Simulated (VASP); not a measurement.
Input of a VASP 6.6.1 run:

Contents of INCAR:

```
PREC = Accurate
ENCUT = 520
EDIFF = 1E-7
ISMEAR = -1
SIGMA = 0.1
LREAL = False
LASPH = True
NELM = 100
ALGO = Normal
ISIF = 2
LWAVE = False
LCHARG = False
NBANDS = 16
```

KPOINTS

```
regular mesh
0
Gamma
  9 9 8
```

POSCAR

```
WC
1.0
    2.9065000000      0.0000000000      0.0000000000
   -1.4532500000      2.5171030000      0.0000000000
    0.0000000000      0.0000000000      2.8366000000
W C
1 1
Direct
    0.0000000000      0.0000000000      0.0000000000
    0.6666666667      0.3333333333      0.5000000000
```

Potentials or basis: VASP PAW LDA potentials, release 64 (W_sv, C).

Command:

```bash
$ cat potpaw_LDA.64/W_sv/POTCAR potpaw_LDA.64/C/POTCAR > POTCAR
$ mpirun -np 1 vasp_std > vasp.out
```

Question: Predict the band gap on the k mesh.

Answer: None (metal or under the smearing width).

Question: What does it give for the pressure?

Answer: -7.3 GPa.

Stress tensor (GPa, compression positive):
```
-6.50  0.00  0.00
 0.00 -6.50  0.00
 0.00  0.00 -8.88
```

Spin-orbit coupling is left out, which matters for the levels of W.
